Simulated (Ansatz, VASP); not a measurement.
**W in VASP and in Ansatz**

File INCAR:

```
SYSTEM = W
PREC = Accurate
ENCUT = 600
EDIFF = 1E-6
ISMEAR = -1
SIGMA = 0.05
LREAL = .False.
LASPH = .True.
NELM = 60
ALGO = Fast
ISIF = 3
LWAVE = .False.
LCHARG = .False.
GGA = PS
IVDW = 12
IBRION = 2
NSW = 40
EDIFFG = -0.02
```

KPOINTS

```
Automatic mesh
0
Gamma
  12 12 12
  0 0 0
```

Contents of POSCAR:

```
W
1.0
   -1.5823450000      1.5823450000      1.5823450000
    1.5823450000     -1.5823450000      1.5823450000
    1.5823450000      1.5823450000     -1.5823450000
W
1
Direct
    0.0000000000      0.0000000000      0.0000000000
```

The input input.yaml:

```yaml
crystal:
  lattice:
    - [-1.582345, 1.582345, 1.582345]
    - [1.582345, -1.582345, 1.582345]
    - [1.582345, 1.582345, -1.582345]
  atoms:
    - { symbol: W, position: [0.0, 0.0, 0.0] }
hamiltonian:
  xc: pbesol
  pseudopotentials: { kind: paw }
  dispersion: d3bj
kpoints:
  mp_grid: { grid: [12, 12, 12] }
scf:
  occupations: { method: fermi_dirac, width: 0.05 }
output:
  forces: true
  stress: true
relax:
  f_tol: 0.01
  max_steps: 40
  cell: { stress_tol: 0.05 }
```

Alike in both runs: task relaxation of cell and atoms; functional PBEsol; dispersion D3(BJ); k mesh 12 × 12 × 12; occupations fermi-dirac, width 0.05 eV; no spin polarisation.

|  | VASP | Ansatz |
| --- | --- | --- |
| version | VASP 6.6.1 | Ansatz 0.2.0 |
| potentials or method | VASP PAW PBE potentials, release 64 (W_sv) | Ansatz PAW |
| plane-wave cutoff (eV) | 600 | 420 |
| valence electrons in the cell | 14 | 14 |

Ansatz gave:

| Item | Value |
| --- | --- |
| relaxed volume (Å³/atom) | 15.32 |
| relaxed cell length with the largest relative difference (Å) | 2.710 |
| energy change over the relaxation (meV/atom) | -18 |

**Question.** What did VASP give for the same quantities?

**Answer.** Relaxed volume (Å³/atom): 15.36; relaxed cell length with the largest relative difference (Å): 2.713; energy change over the relaxation (meV/atom): -15.

Caveats: the PAW data sets were made with another functional, which shifts forces and pressure a little (VASP); pairwise dispersion overbinds metals, which lowers pressure and volume (VASP); the plane-wave basis is chosen anew once the cell has moved, so the energies of steps on either side of that aren't comparable (Ansatz); the PAW data sets come from PBE, with cores solved anew for the run's functional, which leaves a small shift of forces and pressure (Ansatz). The runs have no spin-orbit coupling, so splittings on W are missing.
